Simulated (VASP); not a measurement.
# ZnSe (Stilleite) (F-43m) in VASP: further runs

Aim: see how the results for ZnSe (Stilleite) move with the level of theory and the settings. Levels: PBE+D2, PBE+ULG, PBE. Tasks: band structure, density of states.

Program: VASP 6.6.1. These are calculated values, not measurements. Logs are shortened: lines on timing, memory, paths and dates and some standing lists are left out, and cuts for length are marked.

**Measured values to compare with.**

From “Alloy Disordering Effects on the Thermal Conductivity and Energy Gap Temperature Dependence of Cd1−xZnxSe Ternary Crystals Grown by the Bridgman Method”, 2023, pmc:10253836, for a bulk crystal of ZnSe at 300 K: band gap 2.695 ± 0.003 eV (an exciton energy, a little under the gap).

The runs below are set against these values where they give the same quantity.

### Step 1. Starting point

Symmetry: F-43m, No. 216, cubic system. Conventional cell: a = 5.668 Å, b = 5.668 Å, c = 5.668 Å, α = 90.00°, β = 90.00°, γ = 90.00°. Se (site symmetry -43m) is surrounded by 4 Zn at 2.45 Å. Around Zn (site symmetry -43m) lie 4 Se at 2.45 Å.

### Step 2. Band structure, PBE+D2 (volume scaled by 0.8)

File POSCAR:

```
ZnSe
1.0
    0.0000000000      2.6306668873      2.6306668873
    2.6306668873      0.0000000000      2.6306668873
    2.6306668873      2.6306668873      0.0000000000
Se Zn
1 1
Direct
    0.7500000000      0.7500000000      0.7500000000
    0.0000000000      0.0000000000      0.0000000000
```

File INCAR.step1:

```
PREC     = Accurate       # precision mode
ENCUT    = 500            # plane-wave cutoff, eV
EDIFF    = 1E-7           # SCF threshold, eV
ISMEAR   = -1             # smearing method
SIGMA    = 0.05           # smearing width, eV
LREAL    = False          # projectors in reciprocal space
LASPH    = True           # aspherical terms in the spheres
NELM     = 80             # most SCF steps
ALGO     = Normal         # electronic algorithm
ISIF     = 2              # what is computed and relaxed
LWAVE    = False          # write WAVECAR
LCHARG   = True           # write CHGCAR
GGA      = PE             # functional
IVDW     = 1              # dispersion correction
NBANDS   = 16             # bands
```

File KPOINTS.step1:

```
regular mesh
0
Gamma
  8 8 8
```

File INCAR.step2:

```
PREC     = Accurate       # precision mode
ENCUT    = 500            # plane-wave cutoff, eV
EDIFF    = 1E-7           # SCF threshold, eV
ISMEAR   = 0              # smearing method
SIGMA    = 0.05           # smearing width, eV
LREAL    = False          # projectors in reciprocal space
LASPH    = True           # aspherical terms in the spheres
NELM     = 80             # most SCF steps
ALGO     = Normal         # electronic algorithm
ISIF     = 2              # what is computed and relaxed
LWAVE    = False          # write WAVECAR
LCHARG   = False          # write CHGCAR
GGA      = PE             # functional
IVDW     = 1              # dispersion correction
NBANDS   = 16             # bands
ICHARG   = 11             # starting density
```

File KPOINTS.step2:

```
path GXWKGLUWLK,UX
10
line-mode
reciprocal
 0.0000000000  0.0000000000  0.0000000000  G
 0.5000000000  0.0000000000  0.5000000000  X

 0.5000000000  0.0000000000  0.5000000000  X
 0.5000000000  0.2500000000  0.7500000000  W

 0.5000000000  0.2500000000  0.7500000000  W
 0.3750000000  0.3750000000  0.7500000000  K

 0.3750000000  0.3750000000  0.7500000000  K
 0.0000000000  0.0000000000  0.0000000000  G

 0.0000000000  0.0000000000  0.0000000000  G
 0.5000000000  0.5000000000  0.5000000000  L

 0.5000000000  0.5000000000  0.5000000000  L
 0.6250000000  0.2500000000  0.6250000000  U

 0.6250000000  0.2500000000  0.6250000000  U
 0.5000000000  0.2500000000  0.7500000000  W

 0.5000000000  0.2500000000  0.7500000000  W
 0.5000000000  0.5000000000  0.5000000000  L

 0.5000000000  0.5000000000  0.5000000000  L
 0.3750000000  0.3750000000  0.7500000000  K

 0.6250000000  0.2500000000  0.6250000000  U
 0.5000000000  0.0000000000  0.5000000000  X
```

Potentials or basis: VASP PAW PBE potentials, release 64 (Se, Zn).

Command:

```bash
$ cat potpaw_PBE.64/Se/POTCAR potpaw_PBE.64/Zn/POTCAR > POTCAR
$ cp INCAR.step1 INCAR
$ cp KPOINTS.step1 KPOINTS
$ mpirun -np 1 vasp_std > vasp.out
$ cp INCAR.step2 INCAR
$ cp KPOINTS.step2 KPOINTS
$ mpirun -np 1 vasp_std > vasp.out
```

OUTCAR:

```text
PREC = Accurate
   ENCUT = 500
   EDIFF = 1E-7
   ISMEAR = 0
   LREAL = False
   LASPH = True
   NELM = 80
   ISIF = 2
   GGA = PE
   IVDW = 1
   ICHARG = 11
  IVDW =   1

 ion  position               nearest neighbor table
   1  0.750  0.750  0.750-   2 2.28   2 2.28   2 2.28   2 2.28
   2  0.000  0.000  0.000-   1 2.28   1 2.28   1 2.28   1 2.28

  LATTYP: Found a face centered cubic cell.
 ALAT       =     5.2613337746

  Lattice vectors:

 A1 = (   0.0000000000,   2.6306668873,   2.6306668873)
 A2 = (   2.6306668873,   0.0000000000,   2.6306668873)
 A3 = (   2.6306668873,   2.6306668873,   0.0000000000)

Analysis of symmetry for initial positions (statically):
=====================================================================
 Subroutine PRICEL returns:
 Original cell was already a primitive cell.

 Routine SETGRP: Setting up the symmetry group for a
 face centered cubic supercell.

 Subroutine GETGRP returns: Found 24 space group operations
 (whereof 24 operations were pure point group operations)
 out of a pool of 48 trial point group operations.

The static configuration has the point symmetry T_d .

Analysis of symmetry for dynamics (positions and initial velocities):
=====================================================================
 Subroutine PRICEL returns:
 Original cell was already a primitive cell.

 Routine SETGRP: Setting up the symmetry group for a
 face centered cubic supercell.

 Subroutine GETGRP returns: Found 24 space group operations
 (whereof 24 operations were pure point group operations)
 out of a pool of 48 trial point group operations.

The dynamic configuration has the point symmetry T_d .

 Subroutine INISYM returns: Found 24 space group operations
 (whereof 24 operations are pure point group operations),
 and found     1 'primitive' translations

----------------------------------------------------------------------------------------

                                     Primitive cell

  volume of cell :      36.4106

  direct lattice vectors                    reciprocal lattice vectors
     0.000000000  2.630666887  2.630666887    -0.190065874  0.190065874  0.190065874
     2.630666887  0.000000000  2.630666887     0.190065874 -0.190065874  0.190065874
     2.630666887  2.630666887  0.000000000     0.190065874  0.190065874 -0.190065874

  length of vectors
     3.720324790  3.720324790  3.720324790     0.329203750  0.329203750  0.329203750

  position of ions in fractional coordinates (direct lattice)
     0.750000000  0.750000000  0.750000000
     0.000000000  0.000000000  0.000000000

  ion indices of the primitive-cell ions
   primitive index   ion index
                 1           1
                 2           2

----------------------------------------------------------------------------------------

 KPOINTS: path GXWKGLUWLK,UX

Interpolating k-points between supplied coordinates.

 Line segments in fractional coordinates (reciprocal lattice):
    0.000000  0.000000  0.000000  ...  0.500000  0.000000  0.500000
    0.500000  0.000000  0.500000  ...  0.500000  0.250000  0.750000
    0.500000  0.250000  0.750000  ...  0.375000  0.375000  0.750000
    0.375000  0.375000  0.750000  ...  0.000000  0.000000  0.000000
    0.000000  0.000000  0.000000  ...  0.500000  0.500000  0.500000
    0.500000  0.500000  0.500000  ...  0.625000  0.250000  0.625000
    0.625000  0.250000  0.625000  ...  0.500000  0.250000  0.750000
    0.500000  0.250000  0.750000  ...  0.500000  0.500000  0.500000
    0.500000  0.500000  0.500000  ...  0.375000  0.375000  0.750000
    0.625000  0.250000  0.625000  ...  0.500000  0.000000  0.500000

 Generated    10 points on each line segment, for a total of    100 k-points:

 Following reciprocal coordinates:
            Coordinates               Weight
  0.000000  0.000000  0.000000      0.010000
  0.055556  0.000000  0.055556      0.010000
  0.111111  0.000000  0.111111      0.010000
  0.166667  0.000000  0.166667      0.010000
  0.222222  0.000000  0.222222      0.010000
[... 46 lines left out ...]
 fundamental gap:      2.2669946168
 Fermi energy:         4.0698907429

 k-point     1 :       0.0000    0.0000    0.0000
  band No.  band energies     occupation
      1     -11.1638      2.00000
      2      -3.8281      2.00000
      3      -3.8281      2.00000
      4      -3.8281      2.00000
      5      -3.2228      2.00000
      6      -3.2228      2.00000
[... 8 lines left out ...]
     15      15.7114      0.00000
     16      15.7114      0.00000

 k-point     2 :       0.0556    0.0000    0.0556
  band No.  band energies     occupation
      1     -11.1237      2.00000
      2      -3.8360      2.00000
      3      -3.8189      2.00000
      4      -3.8189      2.00000
      5      -3.2275      2.00000
      6      -3.2203      2.00000
[... 8 lines left out ...]
     15      15.0320      0.00000
     16      15.7589      0.00000

 k-point     3 :       0.1111    0.0000    0.1111
  band No.  band energies     occupation
      1     -11.0057      2.00000
      2      -3.8585      2.00000
      3      -3.7918      2.00000
      4      -3.7918      2.00000
      5      -3.2406      2.00000
      6      -3.2131      2.00000
[... 8 lines left out ...]
     15      15.8191      0.00000
     16      15.9013      0.00000

 k-point     4 :       0.1667    0.0000    0.1667
  band No.  band energies     occupation
      1     -10.8171      2.00000
      2      -3.8913      2.00000
      3      -3.7475      2.00000
      4      -3.7475      2.00000
      5      -3.2584      2.00000
      6      -3.2019      2.00000
[... 8 lines left out ...]
     15      16.1366      0.00000
     16      17.0274      0.00000
[... 628 lines left out ...]
 k-point    38 :       0.0833    0.0833    0.1667
  band No.  band energies     occupation
      1     -10.9875      2.00000
      2      -3.8452      2.00000
      3      -3.8015      2.00000
      4      -3.7908      2.00000
      5      -3.2345      2.00000
      6      -3.2186      2.00000
[... 8 lines left out ...]
     15      14.8353      0.00000
     16      15.8554      0.00000

 k-point    39 :       0.0417    0.0417    0.0833
  band No.  band energies     occupation
      1     -11.1188      2.00000
      2      -3.8334      2.00000
      3      -3.8212      2.00000
      4      -3.8180      2.00000
      5      -3.2260      2.00000
      6      -3.2220      2.00000
[... 8 lines left out ...]
     15      15.0342      0.00000
     16      15.4483      0.00000

 k-point    40 :       0.0000    0.0000    0.0000
  band No.  band energies     occupation
      1     -11.1638      2.00000
      2      -3.8281      2.00000
      3      -3.8281      2.00000
      4      -3.8281      2.00000
      5      -3.2228      2.00000
      6      -3.2228      2.00000
[... 8 lines left out ...]
     15      15.7114      0.00000
     16      15.7114      0.00000

 [... further k-points ...]

------------------------ aborting loop because EDIFF is reached ----------------------------------------

  DFT-D2 method for vdW energy calculation

  Number of pair interactions contributing to vdW energy:   43108

  Edisp (eV):   -0.66748

  FORCE on cell =-STRESS in cart. coord.  units (eV):
  Direction    XX          YY          ZZ          XY          YZ          ZX
  --------------------------------------------------------------------------------------
  -------------------------------------------------------------------------------------
  Total       3.98146     3.98146     3.98146     0.00000     0.00000     0.00000
  in kB     175.19644   175.19644   175.19644     0.00000     0.00000     0.00000
  external pressure =      175.20 kB  Pullay stress =        0.00 kB

 VOLUME and BASIS-vectors are now :
 -----------------------------------------------------------------------------
  energy-cutoff  :      500.00
  volume of cell :       36.41
      direct lattice vectors                 reciprocal lattice vectors
     0.000000000  2.630666887  2.630666887    -0.190065874  0.190065874  0.190065874
     2.630666887  0.000000000  2.630666887     0.190065874 -0.190065874  0.190065874
     2.630666887  2.630666887  0.000000000     0.190065874  0.190065874 -0.190065874

 POSITION                                       TOTAL-FORCE (eV/Angst)
 -----------------------------------------------------------------------------------
      3.94600      3.94600      3.94600        -0.000000     -0.000000      0.000000
      0.00000      0.00000      0.00000         0.000000      0.000000     -0.000000
 -----------------------------------------------------------------------------------
    total drift:                               -0.000003     -0.000003     -0.000003

  FREE ENERGIE OF THE ION-ELECTRON SYSTEM (eV)
  ---------------------------------------------------
  free  energy   TOTEN  =        -6.3068790592 eV

  energy  without entropy=       -6.3068790592  energy(sigma->0) =       -6.30687906
```

Wall time 29 s (1 thread of AMD EPYC 9R45 (Zen 5), shared host); peak memory 0.15 GiB.

Results:

* Band gap on the k mesh: 2.27 eV, direct
* Band gap along the path: 2.27 eV, direct
* Dispersion energy per atom: -0.334 eV

Levels at the corners of the path, in eV from the valence-band top:
| point | band 6 | band 7 | band 8 | band 9 | band 10 | band 11 | band 12 | band 13 |
| --- | --- | --- | --- | --- | --- | --- | --- | --- |
| Γ | -7.04 | 0.00 | 0.00 | 0.00 | 2.27 | 5.63 | 5.63 | 5.63 |
| X | -6.77 | -5.80 | -3.12 | -3.12 | 2.37 | 3.26 | 12.62 | 12.84 |
| X | -6.77 | -5.80 | -3.12 | -3.12 | 2.37 | 3.26 | 12.62 | 12.84 |
| W | -6.51 | -5.89 | -3.90 | -3.80 | 5.42 | 6.54 | 7.40 | 7.61 |
| W | -6.51 | -5.89 | -3.90 | -3.80 | 5.42 | 6.54 | 7.40 | 7.61 |
| K | -6.60 | -5.94 | -4.33 | -2.57 | 3.25 | 6.02 | 9.87 | 9.95 |
| K | -6.60 | -5.94 | -4.33 | -2.57 | 3.25 | 6.02 | 9.87 | 9.95 |
| Γ | -7.04 | 0.00 | 0.00 | 0.00 | 2.27 | 5.63 | 5.63 | 5.63 |
| Γ | -7.04 | 0.00 | 0.00 | 0.00 | 2.27 | 5.63 | 5.63 | 5.63 |
| L | -6.93 | -6.74 | -1.25 | -1.25 | 2.91 | 6.23 | 6.23 | 8.94 |
| L | -6.93 | -6.74 | -1.25 | -1.25 | 2.91 | 6.23 | 6.23 | 8.94 |
| U | -6.60 | -5.94 | -4.33 | -2.57 | 3.25 | 6.02 | 9.87 | 9.95 |
| U | -6.60 | -5.94 | -4.33 | -2.57 | 3.25 | 6.02 | 9.87 | 9.95 |
| W | -6.51 | -5.89 | -3.90 | -3.80 | 5.42 | 6.54 | 7.40 | 7.61 |
| W | -6.51 | -5.89 | -3.90 | -3.80 | 5.42 | 6.54 | 7.40 | 7.61 |
| L | -6.93 | -6.74 | -1.25 | -1.25 | 2.91 | 6.23 | 6.23 | 8.94 |
| L | -6.93 | -6.74 | -1.25 | -1.25 | 2.91 | 6.23 | 6.23 | 8.94 |
| K | -6.60 | -5.94 | -4.33 | -2.57 | 3.25 | 6.02 | 9.87 | 9.95 |
| U | -6.60 | -5.94 | -4.33 | -2.57 | 3.25 | 6.02 | 9.87 | 9.95 |
| X | -6.77 | -5.80 | -3.12 | -3.12 | 2.37 | 3.26 | 12.62 | 12.84 |

Caveat: the log is that of the step along the path at fixed density, whose energy, stress, charges and moments have no meaning.

(Continued in part 2 of 2.)
